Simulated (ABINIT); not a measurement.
Crystal: SnTe.

```
Te Sn
1.0
     0.00000    3.15085    3.15085
     3.15085    0.00000    3.15085
     3.15085    3.15085    0.00000
Te Sn
1 1
Direct
  0.50000 0.50000 0.50000
  0.00000 0.00000 0.00000
```

Base run:

```yaml
Program: ABINIT 10.8.3 (patched build)
Functional: PBEsol
Potentials_or_basis: PseudoDojo NC SR PBEsol v0.4.1 standard
Cutoff: 1088 eV
k_mesh: 5 × 5 × 5
Occupations: fermi-dirac, width 0.05 eV
Spin: no spin polarisation
```

Its results: pressure -0.3 GPa.

Question: After a change of settings the same cell gave: pressure -0.7 GPa. Which change was it?
A. functional from PBEsol to PBE; potentials or basis from PseudoDojo NC SR PBEsol v0.4.1 standard to PseudoDojo NC SR PBE v0.4.1 standard
B. functional from PBEsol to PBE; potentials or basis from PseudoDojo NC SR PBEsol v0.4.1 standard to PseudoDojo NC SR PBE v0.4.1 standard; cutoff from 1088 eV to 925 eV
C. functional from PBEsol to LDA; potentials or basis from PseudoDojo NC SR PBEsol v0.4.1 standard to PseudoDojo NC SR LDA v0.4.1 standard; cutoff from 1088 eV to 925 eV
D. cutoff from 1088 eV to 925 eV

Answer: D.

Not every run made on this cell is shown here.
